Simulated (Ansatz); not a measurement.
Input and command of a calculation in Ansatz (plane waves; scalar-relativistic PAW potentials unless the input names others):

```yaml
crystal:
  lattice:
    - [3.5543741508, 0.0, 0.0]
    - [-1.7771870754, 3.0781783092, 0.0]
    - [0.0, 0.0, 5.1009808124]
  atoms:
    - { symbol: Sn, position: [0.0, 0.0, 0.0], spin: 2.0 }
    - { symbol: S, position: [0.6666666667, 0.3333333333, 0.2875542727] }
    - { symbol: S, position: [0.3333333333, 0.6666666667, 0.7124457273] }
basis:
  ecutwfc: 420
kpoints:
  mp_grid: { grid: [12, 12, 8] }
hamiltonian:
  xc: pbe
  dispersion: d3bj
scf:
  occupations: { method: fixed }
  max_iter: 80
output:
  forces: true
  eigenvalues: true
  stress: true
```

```bash
ansatz run input.yaml --threads 1 --pin off --max-ram 3072MiB --backend cpu --events-out ev --progress --plain --runs-dir out
```

What will the program do with this input?

The program refuses it, because of a moment without spin polarisation (crystal.atoms[0].spin: not typed → 2.0). Without that key it is accepted.

Abridged log:
```
Error: inconsistent input (magnetization.spin_polarized): false but per-atom `spin:`, `per_species`, `initial_magnetization`, `magnetic_field`, or `spin_locking` is set
```